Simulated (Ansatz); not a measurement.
# V: the cost of one run

Method: DFT PBE, scalar-relativistic, plane waves, PAW, in Ansatz 0.2.0.

This is V in the fcc structure; at room conditions it is bcc.

2 further runs of the same task are left out: 2 set aside as unsound or not needed.

### Step 1. The structure to begin with

It takes space group Fm-3m (No. 225, cubic). Conventional cell: a = 3.817 Å, b = 3.817 Å, c = 3.817 Å, α = 90.00°, β = 90.00°, γ = 90.00°. V (site symmetry m-3m) is surrounded by 12 V at 2.70 Å.

Structure file:

```
V
1.0
     0.00000    1.90828    1.90828
     1.90828    0.00000    1.90828
     1.90828    1.90828    0.00000
V
1
Direct
  0.00000 0.00000 0.00000
```

This cell was relaxed beforehand with the same method: volume 13.90 Å³/atom, gap on the mesh none (metal).

### Step 2. Static run: bands, density of states and charges

input.yaml

```yaml
crystal:
  lattice:
    - [0.0, 1.9082783539, 1.9082783539]
    - [1.9082783539, 0.0, 1.9082783539]
    - [1.9082783539, 1.9082783539, 0.0]
  atoms:
    - { symbol: V, position: [0.0, 0.0, 0.0] }
basis:
  ecutwfc: 420
kpoints:
  mp_grid: { grid: [18, 18, 18] }
  band_path:
    path:
      - [[0.0, 0.0, 0.0], [0.5, 0.0, 0.5], [0.625, 0.25, 0.625]]
      - [[0.375, 0.375, 0.75], [0.0, 0.0, 0.0], [0.5, 0.5, 0.5], [0.5, 0.25, 0.75], [0.5, 0.0, 0.5]]
    npoints: 14
hamiltonian:
  xc: pbe
scf:
  occupations: { method: gaussian, width: 0.1 }
  n_extra_bands: 6
output:
  forces: true
  stress: true
  eigenvalues: true
  populations: true
  dos: { projected: true, de: 0.02, nscf_kmesh: { grid: [27, 27, 27] } }
  bader: true
  write_density: true
  write_potential: true
  elf: true
  volumetric_format: npy
```

On the command line:

```bash
$ ansatz run input.yaml --threads 1 --pin off --max-ram 2560MiB --backend cpu --events-out ev --progress --plain --runs-dir out
```

**Question.** How long does this run take on 1 thread of Arm Neoverse V1, shared host, and how much memory does it need?

About 8.6 s, with a peak of 0.31 GiB.
